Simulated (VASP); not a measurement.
# AlAs (F-43m) in VASP: notebook, part 2 of 2

VASP 6.6.1.

### 3 Phonons, PBEsol

This run uses another cell than the first one, of 22.93 Å³/atom, 1.024 times its volume.

POSCAR reads:

```
AlAs
1.0
    0.0000000000      2.8408844734      2.8408844734
    2.8408844734      0.0000000000      2.8408844734
    2.8408844734      2.8408844734      0.0000000000
  Al              As
     1     1
Direct
     0.0000000000000000    0.0000000000000000    0.0000000000000000
     0.2500000000000000    0.2500000000000000    0.2500000000000000
```

INCAR.step1 reads:

```
PREC = Accurate
ENCUT = 600
EDIFF = 1E-8
ISMEAR = 0
SIGMA = 0.03
LREAL = F
LASPH = T
NELM = 80
ALGO = Fast
ISIF = 3
LWAVE = F
LCHARG = F
GGA = PS
IBRION = 2
NSW = 40
EDIFFG = -0.002
```

INCAR.step2 reads:

```
PREC = Accurate
ENCUT = 600
EDIFF = 1E-8
ISMEAR = 0
SIGMA = 0.03
LREAL = F
LASPH = T
NELM = 80
ALGO = Fast
ISIF = 2
LWAVE = F
LCHARG = F
GGA = PS
IBRION = 6
NFREE = 2
POTIM = 0.015
NSW = 1
```

KPOINTS reads:

```
regular mesh
0
Gamma
  8 8 8
```

Potentials or basis: VASP PAW PBE potentials, release 64 (Al, As).

Command:

```sh
> cat potpaw_PBE.64/Al/POTCAR potpaw_PBE.64/As/POTCAR > POTCAR
> cp INCAR.step1 INCAR
> mpirun -np 1 vasp_std > vasp.out
> cp CONTCAR POSCAR
> cp INCAR.step2 INCAR
> mpirun -np 1 vasp_std > vasp.out
```

OUTCAR:

```text
PREC = Accurate
   ENCUT = 600
   EDIFF = 1E-8
   ISMEAR = 0
   LREAL = F
   LASPH = T
   NELM = 80
   ISIF = 2
   GGA = PS
   IBRION = 6
   NFREE = 2
   POTIM = 0.015
   NSW = 1

 ion  position               nearest neighbor table
   1  0.000  0.000  0.000-   2 2.46   2 2.46   2 2.46   2 2.46
   2  0.250  0.250  0.250-   1 2.46   1 2.46   1 2.46   1 2.46

  LATTYP: Found a face centered cubic cell.
 ALAT       =     5.6817689468

  Lattice vectors:

 A1 = (   0.0000000000,   2.8408844734,   2.8408844734)
 A2 = (   2.8408844734,   0.0000000000,   2.8408844734)
 A3 = (   2.8408844734,   2.8408844734,   0.0000000000)

Analysis of symmetry for initial positions (statically):
=====================================================================
 Subroutine PRICEL returns:
 Original cell was already a primitive cell.

 Routine SETGRP: Setting up the symmetry group for a
 face centered cubic supercell.

 Subroutine GETGRP returns: Found 24 space group operations
 (whereof 24 operations were pure point group operations)
 out of a pool of 48 trial point group operations.

The static configuration has the point symmetry T_d .

Analysis of symmetry for dynamics (positions and initial velocities):
=====================================================================
 Subroutine PRICEL returns:
 Original cell was already a primitive cell.

 Routine SETGRP: Setting up the symmetry group for a
 face centered cubic supercell.

 Subroutine GETGRP returns: Found 24 space group operations
 (whereof 24 operations were pure point group operations)
 out of a pool of 48 trial point group operations.

The dynamic configuration has the point symmetry T_d .

 Subroutine INISYM returns: Found 24 space group operations
 (whereof 24 operations are pure point group operations),
 and found     1 'primitive' translations

----------------------------------------------------------------------------------------

                                     Primitive cell

  volume of cell :      45.8554

  direct lattice vectors                    reciprocal lattice vectors
     0.000000000  2.840884473  2.840884473    -0.176001525  0.176001525  0.176001525
     2.840884473  0.000000000  2.840884473     0.176001525 -0.176001525  0.176001525
     2.840884473  2.840884473  0.000000000     0.176001525  0.176001525 -0.176001525

  length of vectors
     4.017617351  4.017617351  4.017617351     0.304843584  0.304843584  0.304843584

  position of ions in fractional coordinates (direct lattice)
     0.000000000  0.000000000  0.000000000
     0.250000000  0.250000000  0.250000000

  ion indices of the primitive-cell ions
   primitive index   ion index
[... 100 lines left out ...]
   LHFCALC =     F    Hartree Fock is set to
   AEXX    =    0.0000 exact exchange contribution
   IVDW    =     0    specifies the selected vdW correction
   LEPSILON=     F    determine dielectric tensor
   LRPA    =     F    only Hartree local field effects (RPA)
 finite differences with symmetry
 non-spin polarized calculation
 RMM-DIIS sequential band-by-band and
 Gauss-broadening in eV      SIGMA  =   0.03
  energy-cutoff  :      600.00
  volume of cell :       45.86
 maximum number of plane-waves:      1543
   NGX = 17   NGY = 17   NGZ = 17

--------------------------------------- Ionic step        1  -------------------------------------------

 number of electron       8.0000001 magnetization

 Free energy of the ion-electron system (eV)
  ---------------------------------------------------
  ext. energy  EPLUGINS =         0.00000000
  ---------------------------------------------------
  free energy    TOTEN  =       -10.06494906 eV

  energy without entropy =      -10.06494906  energy(sigma->0) =      -10.06494906

------------------------ aborting loop because EDIFF is reached ----------------------------------------

  FORCE on cell =-STRESS in cart. coord.  units (eV):
  Direction    XX          YY          ZZ          XY          YZ          ZX
  --------------------------------------------------------------------------------------
  -------------------------------------------------------------------------------------
  Total        0.0004191      0.0004191      0.0004191     -0.0000000      0.0000000     -0.0000000
  in kB        0.0146422      0.0146422      0.0146422     -0.0000000      0.0000000     -0.0000000
  external PRESSURE =       0.0146422 kB  Pullay stress =       0.0000000 kB
[... 131 lines left out ...]
--------------------------------------- Ionic step        5  -------------------------------------------

 number of electron       8.0000000 magnetization

 Free energy of the ion-electron system (eV)
  ---------------------------------------------------
  ext. energy  EPLUGINS =         0.00000000
  ---------------------------------------------------
  free energy    TOTEN  =       -10.06392387 eV

  energy without entropy =      -10.06392387  energy(sigma->0) =      -10.06392387

 E-fermi :   3.8723     XC(G=0):  -9.1529

 val. band max:        3.7491562437   @ k =   0.0000   0.0000   0.0000
 cond. band min:       5.0454021236   @ k =   0.0000   0.5000   0.5000
 fundamental gap:      1.2962458799
 Fermi energy:         3.8722571100

 k-point     1 :       0.0000    0.0000    0.0000
  band No.  band energies     occupation
      1      -8.1170      2.00000
      2       3.6668      2.00000
      3       3.7086      2.00000
      4       3.7492      2.00000
      5       5.6016      0.00000
      6       7.9339      0.00000
      7       7.9522      0.00000
      8       7.9719      0.00000
[... 243 lines left out ...]
 k-point    24 :      -0.3750    0.2500    0.1250
  band No.  band energies     occupation
      1      -6.4526      2.00000
      2      -1.5538      2.00000
      3       1.0175      2.00000
      4       2.1917      2.00000
      5       7.3015      0.00000
      6       7.8782      0.00000
      7      10.2987      0.00000
      8      11.2300      0.00000

 [... further k-points ...]
[... 5 lines left out ...]
  --------------------------------------------------------------------------------------
  -------------------------------------------------------------------------------------
  Total        0.0006572      0.0033702      0.0033702      0.0000000      0.1178085      0.0000000
  in kB        0.0229613      0.1177536      0.1177536      0.0000000      4.1162004      0.0000000
  external PRESSURE =       0.0861562 kB  Pullay stress =       0.0000000 kB
[... 17 lines left out ...]
  FREE ENERGIE OF THE ION-ELECTRON SYSTEM (eV)
  ---------------------------------------------------
  free  energy   TOTEN  =       -10.0639238656 eV

  energy  without entropy=      -10.0639238656  energy(sigma->0) =      -10.06392387

 INTERNAL STRAIN TENSORS FROM DISPLACED ATOMS
 ============================================

 INTERNAL STRAIN TENSOR FOR ION    1 for displacements in x,y,z  (eV/Angst):
          X           Y           Z          XY          YZ          ZX
  --------------------------------------------------------------------------------
  x    -0.00000     0.00000     0.00000     0.00000     7.85210     0.00000
  y     0.00000     0.00000     0.00000     0.00000     0.00000     7.85210
  z     0.00000     0.00000    -0.00000     7.85210     0.00000     0.00000

 INTERNAL STRAIN TENSOR FOR ION    2 for displacements in x,y,z  (eV/Angst):
          X           Y           Z          XY          YZ          ZX
  --------------------------------------------------------------------------------
  x     0.00000     0.00000     0.00000     0.00000    -7.85260     0.00000
  y     0.00000     0.00000     0.00000     0.00000     0.00000    -7.85260
  z     0.00000     0.00000     0.00000    -7.85260     0.00000     0.00000

 Eigenvectors and eigenvalues of the dynamical matrix
 ----------------------------------------------------

   1 f  =   10.592952 THz    66.557483 2PiTHz  353.342860 cm-1    43.808912 meV
             X         Y         Z           dx          dy          dz
      0.000000  0.000000  0.000000     0.857438   -0.000000    0.000000
      1.420442  1.420442  1.420442    -0.514587    0.000000    0.000000
[... 21 lines left out ...]
   6 f/i=    0.000340 THz     0.002134 2PiTHz    0.011328 cm-1     0.001405 meV
             X         Y         Z           dx          dy          dz
      0.000000  0.000000  0.000000    -0.143178    0.327380    0.370300
      1.420442  1.420442  1.420442    -0.238572    0.545501    0.617019

 ELASTIC MODULI CONTR FROM IONIC RELAXATION (kBar)
 Direction    XX          YY          ZZ          XY          YZ          ZX
 --------------------------------------------------------------------------------
 XX          -0.0000      0.0000      0.0000      0.0000      0.0000      0.0000
 YY           0.0000     -0.0000     -0.0000      0.0000     -0.0000     -0.0000
 ZZ           0.0000     -0.0000     -0.0000      0.0000     -0.0000      0.0000
 XY           0.0000      0.0000      0.0000   -236.5330      0.0000      0.0000
 YZ           0.0000     -0.0000     -0.0000      0.0000   -236.5330      0.0000
 ZX           0.0000     -0.0000      0.0000      0.0000      0.0000   -236.5330
 --------------------------------------------------------------------------------
```

It took 68 s on 1 thread of Intel Xeon Platinum 8488C (Sapphire Rapids), shared host; peak memory 0.24 GiB.

What came out:

| Item | Value |
| --- | --- |
| Highest phonon frequency at Γ, LO-TO splitting left out | 353 cm⁻¹ |

Phonon frequencies in cm⁻¹ (negative: imaginary):
| q point | frequencies |
| --- | --- |
| (0.000, 0.000, 0.000) | 0 0 0 353 353 353 |

Caveat: the PAW data sets were made with another functional, which shifts forces and pressure a little.

### 4 Dielectric tensor, PBEsol

This run uses another cell than the first one, of 22.93 Å³/atom, 1.024 times its volume.

INCAR reads:

```
PREC = Accurate
ENCUT = 600
EDIFF = 1E-8
ISMEAR = 0
SIGMA = 0.03
LREAL = F
LASPH = T
NELM = 80
ALGO = Fast
ISIF = 2
LWAVE = F
LCHARG = F
GGA = PS
LEPSILON = T
```

KPOINTS reads:

```
regular mesh
0
Monkhorst-Pack
  14 14 14
```

POSCAR, as its differences from that of step 3:

```diff
@@ -1,2 +1,2 @@
-AlAs
+AlAs                                    
 1.0
@@ -5,3 +5,3 @@
     2.8408844734      2.8408844734      0.0000000000
-  Al              As
+  Al              As            
      1     1
```

Potentials or basis: VASP PAW PBE potentials, release 64 (Al, As).

Command:

```sh
> cat potpaw_PBE.64/Al/POTCAR potpaw_PBE.64/As/POTCAR > POTCAR
> mpirun -np 1 vasp_std > vasp.out
```

OUTCAR:

```text
PREC = Accurate
   ENCUT = 600
   EDIFF = 1E-8
   ISMEAR = 0
   LREAL = F
   LASPH = T
   NELM = 80
   ISIF = 2
   GGA = PS
   LEPSILON = T

 ion  position               nearest neighbor table
   1  0.000  0.000  0.000-   2 2.46   2 2.46   2 2.46   2 2.46
   2  0.250  0.250  0.250-   1 2.46   1 2.46   1 2.46   1 2.46

  LATTYP: Found a face centered cubic cell.
 ALAT       =     5.6817689468

  Lattice vectors:

 A1 = (   0.0000000000,   2.8408844734,   2.8408844734)
 A2 = (   2.8408844734,   0.0000000000,   2.8408844734)
 A3 = (   2.8408844734,   2.8408844734,   0.0000000000)

Analysis of symmetry for initial positions (statically):
=====================================================================
 Subroutine PRICEL returns:
 Original cell was already a primitive cell.

 Routine SETGRP: Setting up the symmetry group for a
 face centered cubic supercell.

 Subroutine GETGRP returns: Found 24 space group operations
 (whereof 24 operations were pure point group operations)
 out of a pool of 48 trial point group operations.

The static configuration has the point symmetry T_d .

Analysis of symmetry for dynamics (positions and initial velocities):
=====================================================================
 Subroutine PRICEL returns:
 Original cell was already a primitive cell.

 Routine SETGRP: Setting up the symmetry group for a
 face centered cubic supercell.

 Subroutine GETGRP returns: Found 24 space group operations
 (whereof 24 operations were pure point group operations)
 out of a pool of 48 trial point group operations.

The dynamic configuration has the point symmetry T_d .

 Subroutine INISYM returns: Found 24 space group operations
 (whereof 24 operations are pure point group operations),
[... 443 lines left out ...]
 ------------------------------------------------------
          10.208100     0.000000     0.000000
           0.000000    10.208100     0.000000
          -0.000000     0.000000    10.208100
 ------------------------------------------------------

 Free energy of the ion-electron system (eV)
  ---------------------------------------------------
  ---------------------------------------------------
  free energy    TOTEN  =        -1.17901054 eV

  energy without entropy =       -1.17901054

------------------------ aborting loop because EDIFF is reached ----------------------------------------

--------------------------------------- Ionic step        2  -------------------------------------------

------------------------ aborting loop because EDIFF is reached ----------------------------------------

--------------------------------------- Ionic step        3  -------------------------------------------

 Free energy of the ion-electron system (eV)
  ---------------------------------------------------
  ---------------------------------------------------
  free energy    TOTEN  =        -1.17901117 eV

  energy without entropy =       -1.17901117

------------------------ aborting loop because EDIFF is reached ----------------------------------------

 PIEZOELECTRIC TENSOR FIELD DIRECTION 3  (e Angst)
 -----------------------------------------------------------------------------
    -0.00039 -1.90435  0.00000           (  0.00000  0.04204  0.00000)
    -1.90435 -0.00039  0.00000           (  0.04204  0.00000  0.00000)
     0.00000  0.00000 -0.00027           (  0.00000  0.00000 -0.00000)

 PIEZOELECTRIC TENSOR FIELD DIRECTION 3  (C/m^2)
 -----------------------------------------------------------------------------
    -0.00014 -0.66537  0.00000
    -0.66537 -0.00014  0.00000
     0.00000  0.00000 -0.00009

 MACROSCOPIC STATIC DIELECTRIC TENSOR (including local field effects in DFT)
 ------------------------------------------------------
           9.537312    -0.000000    -0.000000
           0.000000     9.537312    -0.000000
           0.000000     0.000000     9.537312
 ------------------------------------------------------

 PIEZOELECTRIC TENSOR (including local field effects)  for field in x, y, z        (e  Angst)
          XX          YY          ZZ          XY          YZ          ZX
  --------------------------------------------------------------------------------
  x     0.00000    -0.00000    -0.00000     0.00000    -1.90520     0.00000
  y     0.00000     0.00000     0.00000    -0.00000     0.00000    -1.90520
  z    -0.00000    -0.00000    -0.00000    -1.90520     0.00000     0.00000

 PIEZOELECTRIC TENSOR (including local field effects)  for field in x, y, z        (C/m^2)
          XX          YY          ZZ          XY          YZ          ZX
  --------------------------------------------------------------------------------
  x     0.00000    -0.00000    -0.00000     0.00000    -0.66567     0.00000
  y     0.00000     0.00000     0.00000    -0.00000     0.00000    -0.66567
  z    -0.00000    -0.00000    -0.00000    -0.66567     0.00000     0.00000

 BORN EFFECTIVE CHARGES (including local field effects) (in |e|, cummulative output)
 ---------------------------------------------------------------------------------
 ion    1
    1     2.14010     0.00000     0.00000
    2    -0.00000     2.14010    -0.00000
    3     0.00000     0.00000     2.14010
 ion    2
    1    -2.14010     0.00000     0.00000
    2     0.00000    -2.14010     0.00000
    3     0.00000     0.00000    -2.14010
```

OSZICAR:

```text
N       E                     dE             d eps       ncg     rms          rms(c)
DAV:   1     0.150930058133E+02    0.15093E+02   -0.33456E+03  4496   0.847E+02
[... 13 lines left out ...]
RMM:   5    -0.117796738739E+01   -0.17056E-01   -0.14493E-03 39498   0.277E-01    0.187E-02
RMM:   6    -0.117839793062E+01   -0.43054E-03   -0.49117E-05 41286   0.465E-02    0.120E-02
RMM:   7    -0.117896009593E+01   -0.56217E-03   -0.78887E-06 39964   0.224E-02    0.121E-03
RMM:   8    -0.117901889595E+01   -0.58800E-04   -0.32231E-07 42614   0.315E-03    0.385E-04
RMM:   9    -0.117900843038E+01    0.10466E-04   -0.29888E-08 41922   0.109E-03    0.741E-05
RMM:  10    -0.117901157611E+01   -0.31457E-05    0.21399E-08 40596   0.181E-04    0.374E-05
RMM:  11    -0.117901117499E+01    0.40112E-06   -0.11699E-08 25972   0.569E-05    0.564E-06
```

Run time: 22 min. Hardware: 1 thread of Intel Xeon Platinum 8488C (Sapphire Rapids), shared host; peak memory 1.6 GiB.

What came out:

```yaml
Electronic_dielectric_tensor_diagonal: 9.54
Born_charges_mean_of_the_diagonal: Al +2.14; As -2.14 e
```

Electronic dielectric tensor:
```
9.54 0.00 0.00
0.00 9.54 0.00
0.00 0.00 9.54
```

Born effective charge tensors (e):
atom 1, Al
```
2.14 0.00 0.00
0.00 2.14 0.00
0.00 0.00 2.14
```
atom 2, As
```
-2.14  0.00  0.00
 0.00 -2.14  0.00
 0.00  0.00 -2.14
```

Caveat: the PAW data sets were made with another functional, which shifts forces and pressure a little.

### 5 How close it comes

Step 2. Against the measured high-frequency dielectric constant of AlAs, 8.16 (a printed reference work, textbook), the calculated 9.46 is off by +15.9 %.

Step 4. A measured high-frequency dielectric constant of AlAs is 8.16 (a printed reference work, textbook); the calculated 9.54 misses it by +16.9 %.
